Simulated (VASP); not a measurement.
Pm:

```
Pm
1.0
     0.00000    2.58417    2.58417
     2.58417    0.00000    2.58417
     2.58417    2.58417    0.00000
Pm
1
Direct
  0.00000 0.00000 0.00000
```

This isn't the form of Pm at room conditions, which is double hcp.

```yaml
Program: VASP 6.6.1
Task: relaxation of cell and atoms
Functional: revTPSS
Potentials_or_basis: VASP PAW PBE potentials, release 64 (Pm)
Cutoff: 600 eV
k_mesh: 9 × 9 × 9
Occupations: methfessel-paxton, width 0.1 eV
Spin: collinear spin, ferromagnetic start
Starting_moments: "[4.0] μB"
```

At the start: pressure -1.2 GPa; volume 34.51 Å³/atom.

Where does the relaxation end?

Over 6 steps the energy falls by 3.9 meV/atom and the volume is 33.03 Å³/atom (-4.3 %); space group Fm-3m (No. 225, to 0.05 Å); moment 5.36 μB per cell.

The path:
```tsv
step	energy change (eV)	largest force (eV/Å)	pressure (GPa)	volume (Å³)
1	0.0000	0.0000	-1.16	34.51
2	-0.0038	0.0000	-0.50	33.28
3	-0.0032	0.0000	0.26	32.42
4	-0.0037	0.0000	0.06	32.71
5	-0.0038	0.0000	0.26	32.79
6	-0.0039	0.0000	0.01	33.03
```

Final structure:
```
Pm
1.0
     0.00000    2.54672    2.54672
     2.54672    0.00000    2.54672
     2.54672    2.54672    0.00000
Pm
1
Direct
  0.00000 0.00000 0.00000
```

Caveat: the magnetic or orbital state may not be the lowest; the PAW data sets were made with another functional, which shifts forces and pressure a little.
